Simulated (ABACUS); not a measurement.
# Cr (Im-3m) in ABACUS: further runs

Aim: see how the results for Cr move with the level of theory and the settings. Levels: PBE, BLYP. Tasks: single point.

All numbers are computed with ABACUS 3.10.1; they aren't measurements. Logs are shortened: lines on timing, memory, paths and dates and some standing lists are left out, and cuts for length are marked.

## 1. The structure

Symmetry: Im-3m, No. 229, cubic system. Conventional cell: a = 2.969 Å, b = 2.969 Å, c = 2.969 Å, α = 90.00°, β = 90.00°, γ = 90.00°. Around Cr (site symmetry m-3m) lie 8 Cr at 2.57 Å.

## 2. Single point, PBE, collinear spin, ferromagnetic start

INPUT

```
INPUT_PARAMETERS
suffix              Cr
calculation         scf
basis_type          lcao
pseudo_dir          ./
orbital_dir         ./
symmetry            1
dft_functional      pbe
ecutwfc             100
pseudo_rcut         10
nspin               2
nbands              10
ks_solver           genelpa
smearing_method     fd
smearing_sigma      0.00367493
scf_thr             1e-07
scf_nmax            100
mixing_type         broyden
mixing_beta         0.4
cal_force           1
cal_stress          1
out_mul             1
out_chg             1
```

STRU

```
ATOMIC_SPECIES
Cr 51.9961 24_Cr_14_1.7_2.1_pbe_n_v1.0.upf

NUMERICAL_ORBITAL
Cr_confined-atom_7au_2s1p1d.orb

LATTICE_CONSTANT
4.8587547043

LATTICE_VECTORS
-0.5773502692 0.5773502692 0.5773502692
0.5773502692 -0.5773502692 0.5773502692
0.5773502692 0.5773502692 -0.5773502692

ATOMIC_POSITIONS
Cartesian

Cr
0.0
1
0.0000000000 0.0000000000 0.0000000000 1 1 1 mag 3
```

KPT

```
K_POINTS
0
Gamma
11 11 11 0 0 0
```

Potentials or basis: SPMS ONCV 1.0 PBE, SZ LCAO (the cutoffs set its grid).

The run is started by

```sh
$ OMP_NUM_THREADS=1 mpirun -np 4 abacus > log
```

running log:

```text
ABACUS v3.10.1

               Atomic-orbital Based Ab-initio Computation at UStc

 ------------------------------------------------------------------------------------

 READING GENERAL INFORMATION
                           global_out_dir = OUT.Cr/
                           global_in_card = INPUT
                               pseudo_dir = ./
                              orbital_dir = ./
                                    DSIZE = 4
                                    GSIZE = 1

 READING UNITCELL INFORMATION
                                    ntype = 1
                  lattice constant (Bohr) = 4.85875
              lattice constant (Angstrom) = 2.57114

 READING ATOM TYPE 1
                               atom label = Cr
                      L=0, number of zeta = 2
                      L=1, number of zeta = 1
                      L=2, number of zeta = 1
             number of atom for this type = 1
               magnetization of element 1 = 3

                        TOTAL ATOM NUMBER = 1
CARTESIAN COORDINATES ( UNIT =       4.858754704300 Bohr ).
    atom                   x                   y                   z     mag                  vx                  vy                  vz
tauc_Cr1            0.0000000000        0.0000000000        0.0000000000  3.0000        0.0000000000        0.0000000000        0.0000000000

                          Volume (Bohr^3) = 88.2984
                             Volume (A^3) = 13.0845

 Lattice vectors: (Cartesian coordinate: in unit of a_0)
             -0.57735            +0.57735            +0.57735
             +0.57735            -0.57735            +0.57735
             +0.57735            +0.57735            -0.57735
 Reciprocal vectors: (Cartesian coordinate: in unit of 2 pi/a_0)
                   +0           +0.866025           +0.866025
            +0.866025                  +0           +0.866025
            +0.866025           +0.866025                  +0
 The esolver type has been set to : ksdft_lcao

                PAO radial cut off (Bohr) = 10

 Read in pseudopotential file is 24_Cr_14_1.7_2.1_pbe_n_v1.0.upf
                     pseudopotential type = NC
          exchange-correlation functional = PBE
                 nonlocal core correction = 1
                        valence electrons = 14
                                     lmax = 2
                           number of zeta = 4
                     number of projectors = 6
                           L of projector = 0
                           L of projector = 0
                           L of projector = 1
                           L of projector = 1
                           L of projector = 2
                           L of projector = 2
     initial pseudo atomic orbital number = 10
 The readin total magnetization is 3

 SETUP THE ELECTRONS NUMBER
            electron number of element Cr = 14
      total electron number of element Cr = 14
            AUTOSET number of electrons:  = 14
                           occupied bands = 7
                                   NLOCAL = 10
                                   NBANDS = 10
                                   NBANDS = 10
                                   NLOCAL = 10

%%%%%%%%%%%%%%%%%%%%%%%%%%%%%%%%%%%%%%%%%%%%%%%%%%%%%%%%%%%%%%%%%%%%%%%%%%%%%%%%%%%%%%%%%%%%%%%%%%%%%%%%%%
 Warning: the number of valence electrons in pseudopotential > 6 for Cr: [Ar] 3d5 4s1
 Pseudopotentials with additional electrons can yield (more) accurate outcomes, but may be less efficient.
 If you're confident that your chosen pseudopotential is appropriate, you can safely ignore this warning.
%%%%%%%%%%%%%%%%%%%%%%%%%%%%%%%%%%%%%%%%%%%%%%%%%%%%%%%%%%%%%%%%%%%%%%%%%%%%%%%%%%%%%%%%%%%%%%%%%%%%%%%%%%

 SETUP THE PLANE WAVE BASIS
 energy cutoff for charge/potential (unit:Ry) = 400
            fft grid for charge/potential = [ 32, 32, 32 ]
                        fft grid division = [ 4, 4, 4 ]
        big fft grid for charge/potential = [ 8, 8, 8 ]
                                     nbxx = 128
                                     nrxx = 8192

 SETUP PLANE WAVES FOR CHARGE/POTENTIAL
                    number of plane waves = 11993
                         number of sticks = 709

 PARALLEL PW FOR CHARGE/POTENTIAL
     PROC   COLUMNS(POT)             PW
        1            178           3001
        2            177           2997
        3            177           2997
        4            177           2998
 --------------- sum -------------------
        4            709          11993
                            number of |g| = 147
                                  max |g| = 238.5
                                  min |g| = 0

----------- Double Check Mixing Parameters Begin ------------
mixing_type: broyden
mixing_beta: 0.4
mixing_gg0: 1
mixing_gg0_min: 0.1
mixing_beta_mag: 1.6
mixing_gg0_mag: 0
mixing_ndim: 8
----------- Double Check Mixing Parameters End ------------

 LATTICE VECTORS: (CARTESIAN COORDINATE: IN UNIT OF A0)
             -0.57735            +0.57735            +0.57735
             +0.57735            -0.57735            +0.57735
             +0.57735            +0.57735            -0.57735
                       right hand lattice = 1
                                   NORM_A = 1
                                   NORM_B = 1
                                   NORM_C = 1
                           ALPHA (DEGREE) = 109.471
                           BETA  (DEGREE) = 109.471
                           GAMMA (DEGREE) = 109.471

 The lattice vectors have been changed (STRU_SIMPLE.cif)

(for optimal symmetric configuration:)
                             BRAVAIS TYPE = 2
                     BRAVAIS LATTICE NAME = 02. Cubic I (body-centered)
                                    ibrav = 2
                                    IBRAV = 2
                                  BRAVAIS = BODY CENTERED CUBIC
                       LATTICE CONSTANT A = 1.1547
Original cell was already a primitive cell.
                        ROTATION MATRICES = 48
              PURE POINT GROUP OPERATIONS = 48
                   SPACE GROUP OPERATIONS = 48
                              POINT GROUP = O_h
               POINT GROUP IN SPACE GROUP = O_h

 SETUP K-POINTS
                                    nspin = 2
                   Input type of k points = Monkhorst-Pack(Gamma)
                                   nkstot = 1331
                       right hand lattice = 1
(for reciprocal lattice: )
                             BRAVAIS TYPE = 3
                     BRAVAIS LATTICE NAME = 03. Cubic F (face-centered)
                                    ibrav = 3
                       right hand lattice = 1
(for k-lattice: )
                             BRAVAIS TYPE = 3
                     BRAVAIS LATTICE NAME = 03. Cubic F (face-centered)
                                    ibrav = 3
                       right hand lattice = 1
                        ROTATION MATRICES = 48
                               nkstot_ibz = 56
K-POINTS REDUCTION ACCORDING TO SYMMETRY
     IBZ    DIRECT_X    DIRECT_Y    DIRECT_Z  WEIGHT  ibz2bz
       1  0.00000000  0.00000000  0.00000000  0.0008       0
       2 -0.09090909  0.09090909  0.00000000  0.0090       1
       3 -0.18181818  0.18181818  0.00000000  0.0090       2
       4 -0.27272727  0.27272727  0.00000000  0.0090       3
       5 -0.36363636  0.36363636  0.00000000  0.0090       4
       6 -0.45454545  0.45454545  0.00000000  0.0090       5
[... 22 lines left out ...]
      29 -0.36363636  0.09090909  0.36363636  0.0180     172
      30 -0.36363636  0.27272727  0.18181818  0.0361     173
[... 26 further k points ...]

                               nkstot now = 56
[... K-POINTS DIRECT COORDINATES: 56 rows ...]

           k-point number in this process = 56
       minimum distributed K point number = 56
[... stars of the k points ...]
                             nks(nspin=2) = 112
                          nkstot(nspin=2) = 112

[... K-POINTS CARTESIAN COORDINATES: 112 rows ...]

[... K-POINTS DIRECT COORDINATES: 112 rows ...]

 SETUP PLANE WAVES FOR WAVE FUNCTIONS
     energy cutoff for wavefunc (unit:Ry) = 100
              fft grid for wave functions = [ 32, 32, 32 ]
                    number of plane waves = 2491
                         number of sticks = 249

 PARALLEL PW FOR WAVE FUNCTIONS
     PROC   COLUMNS(POT)             PW
        1             63            624
        2             62            622
        3             62            622
        4             62            623
 --------------- sum -------------------
        4            249           2491

 SET NONLOCAL PSEUDOPOTENTIAL PROJECTORS
 max number of nonlocal projetors among all species is 6

 -------------------------------------------
 SELF-CONSISTENT
 -------------------------------------------

 SETUP SEARCHING RADIUS FOR PROGRAM TO SEARCH ADJACENT ATOMS
                  longest orb rcut (Bohr) = 7
   longest nonlocal projector rcut (Bohr) = 2.1
                     search radius (Bohr) = 18.2
              searching radius is (Bohr)) = 18.2
         searching radius unit is (Bohr)) = 4.86
                         PeriodicBoundary = 1
                        Radius(unit:lat0) = 3.75
                                   glayer = [ 6, 6, 6 ]
                             glayer_minus = [ 5, 5, 5 ]

Find the coordinate range of the input atom(unit:lat0).
                                  min_tau = [ -8.66, -8.66, -8.66 ]
                                  max_tau = [ 8.66, 8.66, 8.66 ]
                                BoxNumber = [ 11, 11, 11 ]

 SETUP EXTENDED REAL SPACE GRID FOR GRID INTEGRATION
                          real space grid = [ 32, 32, 32 ]
                 big cell numbers in grid = [ 8, 8, 8 ]
             meshcell numbers in big cell = [ 4, 4, 4 ]
                        extended fft grid = [ 15, 15, 15 ]
                dimension of extened grid = [ 39, 39, 39 ]
                            UnitCellTotal = 125
              Atom number in sub-FFT-grid = 1
    Local orbitals number in sub-FFT-grid = 10
                                ParaV.nnr = 3725
                                 init_chg = atomic

 LCAO ALGORITHM --------------- ION=   1  ELEC=   1--------------------------------
          total magnetism (Bohr mag/cell) = 1.45168
       absolute magnetism (Bohr mag/cell) = 1.45168
                        nelec for spin up = 7.72584
                      nelec for spin down = 6.27416
[... 181 lines left out ...]
 Density error is 5.4628194908e-08
----------------------------------------------------------
     Energy           Rydberg                 eV
----------------------------------------------------------
 E_KohnSham     -173.0553412009      -2354.5387096668
 E_KS(sigma->0) -173.0550688523      -2354.5350041731
 E_Harris       -173.0553406028      -2354.5387015282
 E_band         -11.5474724034       -157.1114221840
 E_one_elec     -56.5671222110       -769.6351815314
 E_Hartree      35.5288326410        483.3945672059
 E_xc           -24.8795990985       -338.5043116957
 E_Ewald        -127.1369078351      -1729.7863726581
 E_entropy(-TS) -0.0005446973        -0.0074109875
 E_descf        0.0000000000         0.0000000000
 E_exx          0.0000000000         0.0000000000
 E_Fermi        1.3633821059         18.5497651912
----------------------------------------------------------

 charge density convergence is achieved
 final etot is -2354.5387097 eV
 EFERMI = 18.549765191 eV

 STATE ENERGY(eV) AND OCCUPATIONS    NSPIN == 2
SPIN UP :
 1/56 kpoint (Cartesian) = 0.0000 0.0000 0.0000 (382 pws)
       1       -53.2593    0.000751315
       2       -24.2076    0.000751315
       3       -24.2076    0.000751315
       4       -24.2076    0.000751315
       5        10.0313    0.000751315
       6        17.5847    0.000751315
       7        17.5847    0.000751315
       8        17.5847    0.000751315
       9        19.4257    1.85227e-11
      10        19.4257    1.85227e-11
[... 49 lines left out ...]
 6/56 kpoint (Cartesian) = 0.39365 -0.39365 0.0000 (378 pws)
       1       -53.1280     0.00901578
       2       -24.8560     0.00901578
       3       -24.4158     0.00901578
       4       -24.2107     0.00901578
       5        14.0130     0.00901578
       6        16.1718     0.00901578
       7        19.3873    4.79337e-10
       8        19.7290    5.15637e-13
       9        20.9358    1.69858e-23
      10        24.0005    4.07795e-50

[... levels at 106 further k points ...]

-------------------------------------------------
 Total Magnetism (uB)
-------------------------------------------------
                        Cr1         0.0000000091
-------------------------------------------------

 correction force for each atom along direction 1 is 1.05675e-14
 correction force for each atom along direction 2 is 3.20764e-14
 correction force for each atom along direction 3 is 2.14159e-14
------------------------------------------------------------------------------------------
 TOTAL-FORCE (eV/Angstrom)
------------------------------------------------------------------------------------------
                       Cr1         0.0000000000         0.0000000000         0.0000000000
------------------------------------------------------------------------------------------

----------------------------------------------------------------
 TOTAL-STRESS (KBAR)
----------------------------------------------------------------
      -271.2383061252        -0.0000000000         0.0000000000
        -0.0000000000      -271.2383061252         0.0000000000
         0.0000000000         0.0000000000      -271.2383061252
----------------------------------------------------------------
 TOTAL-PRESSURE: -271.238306 KBAR

 --------------------------------------------
 !FINAL_ETOT_IS -2354.5387096668018785 eV
 --------------------------------------------
```

Wall time 3.5 s (4 MPI ranks of Intel Xeon Platinum 8488C (Sapphire Rapids), shared host); peak memory 0.36 GiB.

These settings aren't checked as converged: the numbers below hold their error.

What came out:

```yaml
Free_energy: -2354.5387 eV
Pressure: -27.1 GPa
Band_gap_on_the_k_mesh: none (metal or under the smearing width)
Net_moment: 0.00 μB per cell
Absolute_moment: 0.00 μB per cell
```

Caveat: the atomic orbitals were generated for these runs and aren't a published set; the starting moments collapsed, and a magnetic state may lie lower; the basis of atomic orbitals isn't converged, which shifts pressures, moduli and gaps.

(Part 1 of 2 ends here.)
